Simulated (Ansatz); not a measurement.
A run of Ansatz 0.2.0 is set up as follows.

File input.yaml:

```yaml
crystal:
  lattice:
    - [-0.04177394, 1.95346746, 2.18363431]
    - [2.02129817, 0.08375225, 2.05810812]
    - [2.13229252, 1.93893562, -0.02724211]
  atoms:
    - { symbol: Au, position: [0.0, 0.0, 0.0] }
hamiltonian:
  xc: pbe
  pseudopotentials: { kind: paw }
kpoints:
  mp_grid: { grid: [11, 12, 11] }
scf:
  occupations: { method: fermi_dirac, width: 0.05 }
output:
  forces: true
  stress: true
  eigenvalues: true
```

Potentials or basis: Ansatz PAW.

Run with:

```sh
$ ansatz run input.yaml --threads 2 --pin off --max-ram 5632MiB --backend cpu --events-out ev --progress --plain --runs-dir out
```

Task: Estimate the pressure.

Result: 10.0 GPa.

Task: Estimate the band gap on the k mesh.

Result: None (metal or under the smearing width).

Stress tensor (GPa, compression positive):
```
10.63 -1.89  1.20
-1.89 10.18 -2.62
 1.20 -2.62  9.22
```

The run has no spin-orbit coupling, so splittings on Au are missing.
